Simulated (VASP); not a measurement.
Here is a VASP 6.6.1 calculation.

The input INCAR:

```
SYSTEM = SnSe
ALGO = Fast
EDIFF = 1E-6
ENCUT = 520
GGA = PE
ISIF = 2
ISMEAR = 0
LASPH = .TRUE.
LCHARG = .FALSE.
LREAL = .FALSE.
LWAVE = .FALSE.
NBANDS = 50
NELM = 80
PREC = Accurate
SIGMA = 0.011
```

File KPOINTS:

```
k-points
0
G
  3 6 6
  0 0 0
```

Contents of POSCAR:

```
SnSe
1.0
   11.4200000000      0.0000000000      0.0000000000
    0.0000000000      4.1900000000      0.0000000000
    0.0000000000      0.0000000000      4.4600000000
Sn Se
4 4
Direct
    0.8770000000      0.7500000000      0.9090000000
    0.6230000000      0.2500000000      0.4090000000
    0.3770000000      0.7500000000      0.5910000000
    0.1230000000      0.2500000000      0.0910000000
    0.6430000000      0.7500000000      0.9840000000
    0.8570000000      0.2500000000      0.4840000000
    0.1430000000      0.7500000000      0.5160000000
    0.3570000000      0.2500000000      0.0160000000
```

Potentials or basis: VASP PAW PBE potentials, release 64 (Sn_d, Se).

Launch:

```sh
$ cat potpaw_PBE.64/Sn_d/POTCAR potpaw_PBE.64/Se/POTCAR > POTCAR
$ mpirun -np 1 vasp_std > vasp.out
```

(1) Estimate the largest force.

(2) Estimate the pressure.

(3) Predict the band gap on the k mesh.

Answers

(1) 0.326 eV/Å.

(2) 2.4 GPa.

(3) 0.54 eV, indirect (least direct gap 0.71 eV).

Caveat: spin-orbit coupling is left out, which moves the levels of the heavy elements; an odd mesh through Γ misses points on the zone boundary, where band edges often lie.

The gap isn't set beside the measured one, since this odd mesh misses points on the zone boundary.
